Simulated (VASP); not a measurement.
A run of VASP 6.6.1 is set up as follows.

File POSCAR:

```
Al
1.0
    2.8227746037      0.0000000000      0.0000000000
   -1.4113873019      2.4445945160      0.0000000000
    0.0000000000      0.0000000000     26.5239290634
Al
6
Direct
    0.6666666667      0.3333333333      0.2827635371
    0.3333333333      0.6666666667      0.3696581223
    0.0000000000      0.0000000000      0.4565527074
    0.6666666667      0.3333333333      0.5434472926
    0.3333333333      0.6666666667      0.6303418777
    0.0000000000      0.0000000000      0.7172364629
```

The input INCAR.step1:

```
SYSTEM = Al
ALGO = Normal ; DIPOL = 0.5 0.5 0.500
EDIFF = 1E-4 ; ENCUT = 520
GGA = PE ; IDIPOL = 3
ISMEAR = 0 ; LASPH = .True.
LCHARG = .False. ; LDIPOL = .True.
LREAL = .False. ; LWAVE = .True.
NBANDS = 18 ; NELM = 100
PREC = Accurate ; SIGMA = 0.1
```

INCAR.step2

```
SYSTEM = Al
ALGO = Normal ; DIPOL = 0.5 0.5 0.500
EDIFF = 1E-6 ; ENCUT = 520
IDIPOL = 3 ; ISIF = 2
ISMEAR = 0 ; ISTART = 1
LASPH = .True. ; LCHARG = .False.
LDIPOL = .True. ; LMIXTAU = .True.
LREAL = .False. ; LWAVE = .False.
METAGGA = R2SCAN ; NBANDS = 18
NELM = 100 ; PREC = Accurate
SIGMA = 0.1
```

File KPOINTS:

```
k-points
0
Gamma
  12 12 1
  0 0 0
```

Potentials or basis: VASP PAW PBE potentials, release 64 (Al).

Run with:

```sh
$ cat potpaw_PBE.64/Al/POTCAR > POTCAR
$ cp INCAR.step1 INCAR
$ mpirun -np 1 vasp_std > vasp.out
$ cp INCAR.step2 INCAR
$ mpirun -np 1 vasp_std > vasp.out
```

Q: Predict the band gap on the k mesh.

A: None (metal or under the smearing width).

Q: Predict the largest force.

A: 0.117 eV/Å.

Forces in eV/Å, atoms in the order of the input:
```
Al   0.000  0.000 -0.051
Al   0.000  0.000  0.117
Al   0.000  0.000 -0.020
Al   0.000  0.000  0.020
Al   0.000  0.000 -0.117
Al   0.000  0.000  0.051
```

Caveat: the PAW data sets were made with another functional, which shifts forces and pressure a little.
